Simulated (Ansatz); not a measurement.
**Hf (Im-3m): convergence test of the k-point mesh, by script**

Aim: a convergence test of the k-point mesh, for Hf (Im-3m), run from a script.

This is Hf in the bcc structure; at room conditions it is hcp.

All numbers are computed with Ansatz 0.2.0, driven from Python. Level of theory: DFT PBE, plane waves, PAW.

## 1. The system

Symmetry: Im-3m, No. 229, cubic system. The conventional cell has a = 3.610 Å, b = 3.610 Å, c = 3.610 Å, α = 90.00°, β = 90.00°, γ = 90.00°. Hf (site symmetry m-3m) has 8 Hf at 3.13 Å as nearest neighbours.

No structure file is read: the coordinates are typed or built in the script.

## 2. The script

Contents of hf.py:

```python
# -*- coding: utf-8 -*-
'''k-point test for Hf.'''

import ansatz as az
import matplotlib.pyplot as plt

system = (
    az.Lattice.of((-1.805, 1.805, 1.805), (1.805, -1.805, 1.805), (1.805, 1.805, -1.805))
    .atom('Hf', (0.0, 0.0, 0.0))
)

setup = system.calculation()
setup = setup.functional('pbe')
setup = setup.pseudopotentials('paw')
setup = setup.occupations('fermi_dirac')
setup = setup.band_table()

rows = []
for value in [1.0, 0.6, 0.4, 0.3]:
    data = setup.kpoints(spacing=value).run(threads=1, backend='cpu').report
    rows.append((value, data['free_energy_ev'] / len(data['lattice']['sites']), data['n_iterations'], data['gap_by_band_count_ev'], data['n_kpoints']))

print('spacing (1/A)   F/atom (eV)    iterations  gap by band count (eV)      k-points')
for row in rows:
    print(f'{str(row[0]):>12s}  {row[1]:12.5f}  {row[2]:12d}  {row[3]:22.3f}  {row[4]:12d}')

# the last row is the reference
for row in rows[:-1]:
    shift = 1000 * (row[1] - rows[-1][1])
    print(f'{row[0]}: {shift:+.2f} meV/atom' + ('  (within 5 meV)' if abs(shift) < 5 else ''))
plt.figure(figsize=(4.5, 3))
plt.plot([str(row[0]) for row in rows], [1000 * (row[1] - rows[-1][1]) for row in rows], 'o-')
plt.xlabel('spacing (1/A)')
plt.ylabel('F - F(last) (meV/atom)')
plt.tight_layout()
plt.savefig('kconv.png', dpi=100)
```

## 3. The input behind the calls

The engine receives this input (first run):

```yaml
crystal:
  lattice:
    - [-1.805, 1.805, 1.805]
    - [1.805, -1.805, 1.805]
    - [1.805, 1.805, -1.805]
  atoms:
    - { symbol: Hf, position: [0.0, 0.0, 0.0] }
kpoints:
  mp_grid:
    kspacing: 1.0
hamiltonian:
  xc: pbe
  pseudopotentials:
    kind: paw
scf:
  occupations:
    method: fermi_dirac
output:
  eigenvalues: true
```

## 4. Running it

Run with:

```
> python hf.py
```

**Question.** From which mesh on is the energy per atom within 5 meV of the last row, and how does it get there?

**Answer**, as computed:

| quantity | value |
| --- | --- |
| runs compared | 4 |
| last run but one, from the last | +0.50 meV/atom |
| within 5 meV/atom of the last run from | 0.4 |

From a spacing of 0.4 (7×7×7) on it stays within 5 meV an atom of the value at a spacing of 0.3 (9×9×9); the first row (a spacing of 1.0 (3×3×3)) is off by 21.1 meV and the last but one by 0.50 meV. That rests on few rows after larger swings, so the series isn't shown to be converged. This holds for F at a smearing of 0.1 eV; a narrower one needs a denser mesh. What to keep in mind:
- This isn't the structure that Hf takes at ambient conditions.
- Shifts are counted from the finest mesh, which is itself no proven limit. Spin-orbit coupling is left out, though heavy elements are present.
